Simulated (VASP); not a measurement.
# Pb (P6_3/mmc) in VASP: notebook

One crystal, Pb, is run at these levels: PBEsol; tasks: single point.

Program: VASP 6.6.1. These are calculated values, not measurements. Logs are shortened: lines on timing, memory, paths and dates and some standing lists are left out, and cuts for length are marked.

## 1. The structure

It takes space group P6_3/mmc (No. 194, hexagonal). The conventional cell has a = 3.480 Å, b = 3.480 Å, c = 5.590 Å, α = 90.00°, β = 90.00°, γ = 120.00°. Pb (site symmetry -6m2) has 12 Pb at 3.44 to 3.48 Å as nearest neighbours.

This isn't the form of Pb at room conditions, which is fcc.

## 2. Single point, PBEsol

INCAR reads:

```
PREC = Accurate
ENCUT = 350
EDIFF = 1E-6
ISMEAR = -1
SIGMA = 0.2
LREAL = False
LASPH = True
NELM = 100
ALGO = Normal
ISIF = 2
LWAVE = False
LCHARG = False
GGA = PS
ADDGRID = False
```

KPOINTS reads:

```
regular mesh
0
Gamma
  8 8 5
```

POSCAR reads:

```
Pb
1.0
    3.4800000000      0.0000000000      0.0000000000
   -1.7400000000      3.0137684052      0.0000000000
    0.0000000000      0.0000000000      5.5900000000
Pb
2
Direct
    0.6916670000      0.3496840000      0.7502860000
    0.3559200000      0.6835750000      0.2530120000
```

Potentials or basis: VASP PAW PBE potentials, release 64 (Pb_d).

Launch:

```bash
$ cat potpaw_PBE.64/Pb_d/POTCAR > POTCAR
$ mpirun -np 1 vasp_std > vasp.out
```

OUTCAR:

```text
PREC = Accurate
   ENCUT = 350
   EDIFF = 1E-6
   ISMEAR = -1
   LREAL = False
   LASPH = True
   NELM = 100
   ISIF = 2
   GGA = PS

 Found    162 irreducible k-points:

 Following reciprocal coordinates:
            Coordinates               Weight
  0.000000  0.000000  0.000000      1.000000
  0.125000  0.000000  0.000000      2.000000
  0.000000  0.125000  0.000000      2.000000
 -0.125000  0.125000  0.000000      2.000000
  0.250000  0.000000  0.000000      2.000000
  0.000000  0.250000  0.000000      2.000000
   k-points           NKPTS =    162   k-points in BZ     NKDIM =    162   number of bands    NBANDS=     18
   number of dos      NEDOS =    301   number of ions     NIONS =      2
   total plane-waves  NPLWV =  20736
   dimension x,y,z NGX =    24 NGY =   24 NGZ =   36
   dimension x,y,z NGXF=    48 NGYF=   48 NGZF=   72
   ions per type =               2
   NGX,Y,Z   is equivalent  to a cutoff of  11.47, 11.47, 10.71 a.u.
   NGXF,Y,Z  is equivalent  to a cutoff of  22.93, 22.93, 21.41 a.u.
 SYSTEM =  unknown system
   PREC   = accura    normal or accurate (medium, high low for compatibility)
   ISTART =      0    job   : 0-new  1-cont  2-samecut
   ICHARG =      2    charge: 1-file 2-atom 10-const
   ISPIN  =      1    spin polarized calculation?
   LNONCOLLINEAR =      F non collinear calculations
   LSORBIT =      F    spin-orbit coupling
   LASPH  =      T    aspherical Exc in radial PAW
   ENCUT  =  350.0 eV  25.72 Ry    5.07 a.u.   5.31  5.31  8.53*2*pi/ulx,y,z
   NELM   =    100;   NELMIN=  2; NELMDL= -5     # of ELM steps
   EDIFF  = 0.1E-05   stopping-criterion for ELM
   LREAL  =      F    real-space projection
   EDIFFG = 0.1E-04   stopping-criterion for IOM
   NSW    =      0    number of steps for IOM
   IBRION =     -1    ionic relax: 0-MD 1-quasi-New 2-CG
   NFREE  =      0    steps in history (QN), initial steepest desc. (CG)
   ISIF   =      2    stress and relaxation
   ISYM   =      2    0-nonsym 1-usesym 2-fastsym
   POTIM  = 0.5000    time-step for ionic-motion
   TEBEG  =    0.0;   TEEND  =   0.0 temperature during run
   PSTRESS=    0.0 pullay stress
   NELECT =      28.0000    total number of electrons
   NUPDOWN=      -1.0000    fix difference up-down
   EMIN   =  10.00;   EMAX   =-10.00  energy-range for DOS
   EFERMI =   0.00;   METHOD = LEGACY
   ISMEAR =    -1;   SIGMA  =   0.20  broadening in eV -4-tet -1-fermi 0-gaus
   EFERMI_NEDOS =   21; number of points for ismear=-14 and -15
   IALGO  =     38    algorithm
   IMIX   =      4    mixing-type and parameters
     AMIX     =   0.40;   BMIX     =  1.00
     AMIX_MAG =   1.60;   BMIX_MAG =  1.00
  volume/ion in A,a.u.               =      29.31       197.82
  Fermi-wavevector in a.u.,A,eV,Ry     =   1.279658  2.418203 22.279870  1.637524
  Thomas-Fermi vector in A             =   2.412131
   LORBIT       =      0    0 simple, 1 ext, 2 COOP (PROOUT), +10 PAW based schemes
   GGA     = PS    functional components
   LHFCALC =     F    Hartree Fock is set to
   AEXX    =    0.0000 exact exchange contribution
   IVDW    =     0    specifies the selected vdW correction
   LEPSILON=     F    determine dielectric tensor
   LRPA    =     F    only Hartree local field effects (RPA)
 non-spin polarized calculation
  energy-cutoff  :      350.00
  volume of cell :       58.63
 maximum number of plane-waves:       887
 NGX is ok and might be reduce to    24
   NGX = 11   NGY = 11   NGZ = 17

 number of electron      27.9999997 magnetization

 Free energy of the ion-electron system (eV)
  ---------------------------------------------------
  ext. energy  EPLUGINS =         0.00000000
  ---------------------------------------------------
  free energy    TOTEN  =        -8.01907163 eV

  energy without entropy =       -7.86594978  energy(sigma->0) =       -7.94251071

 E-fermi :   7.4291     XC(G=0): -10.5062

 val. band max:        7.2613305820   @ k =  -0.3750   0.0000   0.2000
 cond. band min:       7.5610124510   @ k =   0.5000   0.3750   0.2000
 fundamental gap:      0.2996818690
 Fermi energy:         7.4290822610

 k-point     1 :       0.0000    0.0000    0.0000
  band No.  band energies     occupation
      1      -9.5650      2.00000
      2      -9.5139      2.00000
      3      -9.5035      2.00000
      4      -9.5030      2.00000
      5      -9.4787      2.00000
      6      -9.4781      2.00000
[... 10 lines left out ...]
     17      14.9678      0.00000
     18      15.6184      0.00000

 k-point     2 :       0.1250    0.0000    0.0000
  band No.  band energies     occupation
      1      -9.5665      2.00000
      2      -9.5240      2.00000
      3      -9.4794      2.00000
      4      -9.4654      2.00000
      5      -9.4565      2.00000
      6      -9.4536      2.00000
[... 10 lines left out ...]
     17      15.1569      0.00000
     18      15.1732      0.00000

 k-point     3 :       0.0000    0.1250    0.0000
  band No.  band energies     occupation
      1      -9.5667      2.00000
      2      -9.5238      2.00000
      3      -9.4792      2.00000
      4      -9.4655      2.00000
      5      -9.4567      2.00000
      6      -9.4533      2.00000
[... 10 lines left out ...]
     17      15.1616      0.00000
     18      15.1759      0.00000

 k-point     4 :      -0.1250    0.1250    0.0000
  band No.  band energies     occupation
      1      -9.5673      2.00000
      2      -9.5234      2.00000
      3      -9.4787      2.00000
      4      -9.4656      2.00000
      5      -9.4570      2.00000
      6      -9.4521      2.00000
[... 10 lines left out ...]
     17      15.1712      0.00000
     18      15.1807      0.00000

 k-point     5 :       0.2500    0.0000    0.0000
  band No.  band energies     occupation
      1      -9.6192      2.00000
      2      -9.5094      2.00000
      3      -9.5026      2.00000
      4      -9.4815      2.00000
      5      -9.4513      2.00000
      6      -9.3727      2.00000
[... 10 lines left out ...]
     17      13.1708      0.00000
     18      14.4446      0.00000

 k-point     6 :       0.0000    0.2500    0.0000
  band No.  band energies     occupation
      1      -9.6193      2.00000
      2      -9.5093      2.00000
      3      -9.5022      2.00000
      4      -9.4822      2.00000
      5      -9.4515      2.00000
      6      -9.3727      2.00000
[... 10 lines left out ...]
     17      13.1770      0.00000
     18      14.4558      0.00000

 [... further k-points ...]

------------------------ aborting loop because EDIFF is reached ----------------------------------------

  FORCE on cell =-STRESS in cart. coord.  units (eV):
  Direction    XX          YY          ZZ          XY          YZ          ZX
  --------------------------------------------------------------------------------------
  -------------------------------------------------------------------------------------
  Total       -0.0953603     -0.0928911      1.0575923      0.0067231      0.0001858     -0.0008333
  in kB       -2.6060183     -2.5385387     28.9020031      0.1837294      0.0050773     -0.0227737
  external PRESSURE =       7.9191487 kB  Pullay stress =       0.0000000 kB

 VOLUME and BASIS-vectors are now :
 -----------------------------------------------------------------------------
  energy-cutoff  :      350.00
  volume of cell :       58.63
      direct lattice vectors                 reciprocal lattice vectors
     3.480000000  0.000000000  0.000000000     0.287356322  0.165905250  0.000000000
    -1.740000000  3.013768405  0.000000000     0.000000000  0.331810500  0.000000000
     0.000000000  0.000000000  5.590000000     0.000000000  0.000000000  0.178890877

 POSITION                                       TOTAL-FORCE (eV/Angst)
 -----------------------------------------------------------------------------------
      1.79855      1.05387      4.19410        -0.003370      0.000521      0.039686
      0.04918      2.06014      1.41434         0.003370     -0.000521     -0.039686
 -----------------------------------------------------------------------------------
    total drift:                               -0.000061      0.000044      0.000033

  FREE ENERGIE OF THE ION-ELECTRON SYSTEM (eV)
  ---------------------------------------------------
  free  energy   TOTEN  =        -8.0190716333 eV

  energy  without entropy=       -7.8659497772  energy(sigma->0) =       -7.94251071
```

It took 22 s on 1 thread of Intel Xeon 6975P-C (Granite Rapids), shared host; peak memory 0.2 GiB.

These settings aren't checked as converged: the numbers below hold their error.

What came out:

| Quantity | Value |
| --- | --- |
| Free energy | -8.0191 eV |
| Pressure | 0.8 GPa |
| Largest force | 0.040 eV/Å |
| Band gap on the k mesh | none (metal or under the smearing width) |

Caveat: the PAW data sets were made with another functional, which shifts forces and pressure a little.

## 3. Single point, PBEsol

INCAR: that of step 2 with these lines changed.

```diff
@@ -1,3 +1,3 @@
 PREC = Accurate
-ENCUT = 350
+ENCUT = 400
 EDIFF = 1E-6
```

KPOINTS is that of step 2.

POSCAR reads:

```
Pb
1.0
    3.4800000000      0.0000000000      0.0000000000
   -1.7400000000      3.0137684052      0.0000000000
    0.0000000000      0.0000000000      5.5900000000
Pb
2
Direct
    0.6666666667      0.3333333333      0.7500000000
    0.3333333333      0.6666666667      0.2500000000
```

Potentials or basis: VASP PAW PBE potentials, release 64 (Pb_d).

Launch:

```bash
$ cat potpaw_PBE.64/Pb_d/POTCAR > POTCAR
$ mpirun -np 1 vasp_std > vasp.out
```

OUTCAR:

```text
PREC = Accurate
   ENCUT = 400
   EDIFF = 1E-6
   ISMEAR = -1
   LREAL = False
   LASPH = True
   NELM = 100
   ISIF = 2
   GGA = PS

 Found     30 irreducible k-points:

 Following reciprocal coordinates:
            Coordinates               Weight
  0.000000  0.000000  0.000000      1.000000
  0.125000  0.000000  0.000000      6.000000
  0.250000  0.000000  0.000000      6.000000
  0.375000  0.000000  0.000000      6.000000
  0.500000  0.000000  0.000000      3.000000
  0.125000  0.125000  0.000000      6.000000
   k-points           NKPTS =     30   k-points in BZ     NKDIM =     30   number of bands    NBANDS=     18
   number of dos      NEDOS =    301   number of ions     NIONS =      2
   total plane-waves  NPLWV =  20736
   dimension x,y,z NGX =    24 NGY =   24 NGZ =   36
   dimension x,y,z NGXF=    48 NGYF=   48 NGZF=   72
   ions per type =               2
   NGX,Y,Z   is equivalent  to a cutoff of  11.47, 11.47, 10.71 a.u.
   NGXF,Y,Z  is equivalent  to a cutoff of  22.93, 22.93, 21.41 a.u.
 SYSTEM =  unknown system
   PREC   = accura    normal or accurate (medium, high low for compatibility)
   ISTART =      0    job   : 0-new  1-cont  2-samecut
   ICHARG =      2    charge: 1-file 2-atom 10-const
   ISPIN  =      1    spin polarized calculation?
   LNONCOLLINEAR =      F non collinear calculations
[... 54 lines left out ...]

 val. band max:        7.2517563185   @ k =   0.2500   0.0000   0.0000
 cond. band min:       7.5798967687   @ k =   0.3750   0.1250   0.2000
 fundamental gap:      0.3281404502
 Fermi energy:         7.4291291731

 k-point     1 :       0.0000    0.0000    0.0000
  band No.  band energies     occupation
      1      -9.5688      2.00000
      2      -9.5184      2.00000
      3      -9.5074      2.00000
      4      -9.5074      2.00000
      5      -9.4822      2.00000
      6      -9.4822      2.00000
[... 103 lines left out ...]
      5      -9.4542      2.00000
      6      -9.4362      2.00000
[... 10 lines left out ...]
     17      13.5652      0.00000
     18      13.9915      0.00000

 [... further k-points ...]

------------------------ aborting loop because EDIFF is reached ----------------------------------------

  FORCE on cell =-STRESS in cart. coord.  units (eV):
  Direction    XX          YY          ZZ          XY          YZ          ZX
  --------------------------------------------------------------------------------------
  -------------------------------------------------------------------------------------
  Total        0.0772785      0.0772785      1.2267000      0.0000000     -0.0000000      0.0000000
  in kB        2.1118757      2.1118757     33.5233964      0.0000000     -0.0000000      0.0000000
  external PRESSURE =      12.5823826 kB  Pullay stress =       0.0000000 kB

 VOLUME and BASIS-vectors are now :
 -----------------------------------------------------------------------------
  energy-cutoff  :      400.00
  volume of cell :       58.63
      direct lattice vectors                 reciprocal lattice vectors
     3.480000000  0.000000000  0.000000000     0.287356322  0.165905250  0.000000000
    -1.740000000  3.013768405  0.000000000     0.000000000  0.331810500  0.000000000
     0.000000000  0.000000000  5.590000000     0.000000000  0.000000000  0.178890877

 POSITION                                       TOTAL-FORCE (eV/Angst)
 -----------------------------------------------------------------------------------
      1.74000      1.00459      4.19250         0.000000      0.000000      0.000000
     -0.00000      2.00918      1.39750        -0.000000     -0.000000      0.000000
 -----------------------------------------------------------------------------------
    total drift:                               -0.000000      0.000000      0.000000

  FREE ENERGIE OF THE ION-ELECTRON SYSTEM (eV)
  ---------------------------------------------------
  free  energy   TOTEN  =        -8.0202305479 eV

  energy  without entropy=       -7.8671074553  energy(sigma->0) =       -7.94366900
```

stdout:

```text
POSCAR found type information on POSCAR Pb
 POSCAR found :  1 types and       2 ions
 scaLAPACK will be used
 -----------------------------------------------------------------------------
|                                                                             |
|                                                                             |
|     You enforced a specific xc type in the INCAR file but a different       |
|     I HOPE YOU KNOW WHAT YOU ARE DOING!                                     |
|                                                                             |
 -----------------------------------------------------------------------------

 LDA part: xc-table for (Slater+PW92), standard interpolation
 POSCAR, INCAR and KPOINTS ok, starting setup
 FFT: planning ... GRIDC
 FFT: planning ... GRID_SOFT
 FFT: planning ... GRID
 WAVECAR not read
 entering main loop
```

It took 5.8 s on 1 thread of Intel Xeon 6975P-C (Granite Rapids), shared host; peak memory 0.15 GiB.

The run converged, but some of its settings lie outside the range that counts as converged, so its numbers aren't taken as properties of the crystal.

What came out:

```
Free energy            : -8.0202 eV
Pressure               : 1.3 GPa
Band gap on the k mesh : none (metal or under the smearing width)
```

Caveat: the PAW data sets were made with another functional, which shifts forces and pressure a little.

[end of part 1 of 2]
